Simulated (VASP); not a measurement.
# S (I4/mmm) in VASP: a series of runs, part 2 of 2

VASP 6.6.1. The steps go on from the part before.

**3. Single point, PBE+D3(BJ) (strain +0.0200 x Voigt [1, 0, 0, 0, 0, 0], atoms carried along)**

Contents of INCAR:

```
SYSTEM = S
ALGO     = Fast           ! electronic algorithm
EDIFF    = 1E-7           ! SCF threshold, eV
ENCUT    = 520            ! plane-wave cutoff, eV
GGA      = PE             ! functional
ISIF     = 2              ! what is computed and relaxed
ISMEAR   = 0              ! smearing method
IVDW     = 12             ! dispersion correction
LASPH    = .True.         ! aspherical terms in the spheres
LCHARG   = .False.        ! write CHGCAR
LREAL    = .False.        ! projectors in reciprocal space
LWAVE    = .False.        ! write WAVECAR
NBANDS   = 9              ! bands
NELM     = 100            ! most SCF steps
PREC     = Accurate       ! precision mode
SIGMA    = 0.15           ! smearing width, eV
```

Contents of KPOINTS:

```
k-points
0
Gamma
  20 20 20
  0 0 0
```

Contents of POSCAR:

```
S
1.0
    0.0000000000      1.9943503440      1.9943503440
    2.0342373509      0.0000000000      1.9943503440
    2.0342373509      1.9943503440      0.0000000000
S
1
Direct
    0.0000000000      0.0000000000      0.0000000000
```

Potentials or basis: VASP PAW PBE potentials, release 64 (S).

Started as:

```sh
$ cat potpaw_PBE.64/S/POTCAR > POTCAR
$ mpirun -np 1 vasp_std > vasp.out
```

OUTCAR:

```text
SYSTEM = S
   EDIFF = 1E-7
   ENCUT = 520
   GGA = PE
   ISIF = 2
   ISMEAR = 0
   IVDW = 12
   LASPH = .True.
   LREAL = .False.
   NELM = 100
   PREC = Accurate
 IVDW          = 12

 ion  position               nearest neighbor table
   1  0.000  0.000  0.000-

  LATTYP: Found a body centered tetragonal cell.
 ALAT       =     2.8204373046
 C/A-ratio  =     1.4424978336

  Lattice vectors:

 A1 = (   2.0342373509,   0.0000000000,   1.9943503440)
 A2 = (   2.0342373509,   0.0000000000,  -1.9943503440)
 A3 = (  -2.0342373509,   1.9943503440,   0.0000000000)

Analysis of symmetry for initial positions (statically):
=====================================================================
 Subroutine PRICEL returns:
 Original cell was already a primitive cell.

 Routine SETGRP: Setting up the symmetry group for a
 body centered tetragonal supercell.

 Subroutine GETGRP returns: Found 16 space group operations
 (whereof 16 operations were pure point group operations)
 out of a pool of 16 trial point group operations.

The static configuration has the point symmetry D_4h.

Analysis of symmetry for dynamics (positions and initial velocities):
[... 166 lines left out ...]

 k-point     1 :       0.0000    0.0000    0.0000
  band No.  band energies     occupation
      1      -9.3642      2.00000
      2      10.1940      0.00000
      3      10.2156      0.00000
      4      10.2156      0.00000
      5      19.0654      0.00000
      6      19.3324      0.00000
      7      19.3324      0.00000
      8      21.1775      0.00000
      9      24.1398      0.00000
[... 265 lines left out ...]
 k-point    24 :      -0.3500    0.0500    0.0000
  band No.  band energies     occupation
      1      -6.5019      2.00000
      2       1.8308      2.00000
      3       8.6771      0.00000
      4       9.1782      0.00000
      5      17.0009      0.00000
      6      18.7148      0.00000
      7      19.0687      0.00000
      8      24.8805      0.00000
      9      25.7470      0.00000

 [... further k-points ...]

------------------------ aborting loop because EDIFF is reached ----------------------------------------

 Edisp (eV)   -0.37536

 E8    (eV) :    -0.1345

  FORCE on cell =-STRESS in cart. coord.  units (eV):
  Direction    XX          YY          ZZ          XY          YZ          ZX
  --------------------------------------------------------------------------------------
  -------------------------------------------------------------------------------------
  Total      -0.42116    -0.60250    -0.60250     0.00000     0.00000    -0.00000
  in kB     -41.69867   -59.65323   -59.65323     0.00000     0.00000    -0.00000
  external pressure =      -53.67 kB  Pullay stress =        0.00 kB

 VOLUME and BASIS-vectors are now :
 -----------------------------------------------------------------------------
  energy-cutoff  :      520.00
  volume of cell :       16.18
      direct lattice vectors                 reciprocal lattice vectors
     0.000000000  1.994350344  1.994350344    -0.245792360  0.250708208  0.250708208
     2.034237351  0.000000000  1.994350344     0.245792360 -0.250708208  0.250708208
     2.034237351  1.994350344  0.000000000     0.245792360  0.250708208 -0.250708208

 POSITION                                       TOTAL-FORCE (eV/Angst)
 -----------------------------------------------------------------------------------
      0.00000      0.00000      0.00000        -0.000000      0.000000      0.000000
 -----------------------------------------------------------------------------------
    total drift:                                0.000000      0.000000     -0.000000

  FREE ENERGIE OF THE ION-ELECTRON SYSTEM (eV)
  ---------------------------------------------------
  free  energy   TOTEN  =        -3.2089397301 eV

  energy  without entropy=       -3.1993684260  energy(sigma->0) =       -3.20415408
```

stdout:

```text
POSCAR found type information on POSCAR S
 POSCAR found :  1 types and       1 ions
 scaLAPACK will be used
 LDA part: xc-table for (Slater+PW92), standard interpolation
 POSCAR, INCAR and KPOINTS ok, starting setup
 FFT: planning ... GRIDC
 FFT: planning ... GRID_SOFT
 FFT: planning ... GRID
 WAVECAR not read
 entering main loop
```

It took 27 s on 1 thread of Intel Xeon 6975P-C (Granite Rapids), shared host; peak memory 0.2 GiB.

What came out:

```yaml
Free_energy: -3.2089 eV
Pressure: -5.4 GPa
Band_gap_on_the_k_mesh: none (metal or under the smearing width)
Dispersion_energy_per_atom: -0.375 eV
```

Levels at points of the mesh, in eV from the Fermi level:
```
           k point  band 1  band 2  band 3  band 4  band 5  band 6
(0.00, 0.00, 0.00)  -16.50    3.06    3.08    3.08   11.93   12.20
(0.50, 0.00, 0.00)  -12.54   -7.22    1.68    1.95    9.35   11.17
(0.50, 0.50, 0.00)  -10.89   -6.20   -0.99   -0.80    5.35    5.94
(0.00, 0.50, 0.50)  -11.14   -6.35   -0.65   -0.65    5.63    6.10
```

Caveat: pairwise dispersion overbinds metals, which lowers pressure and volume.
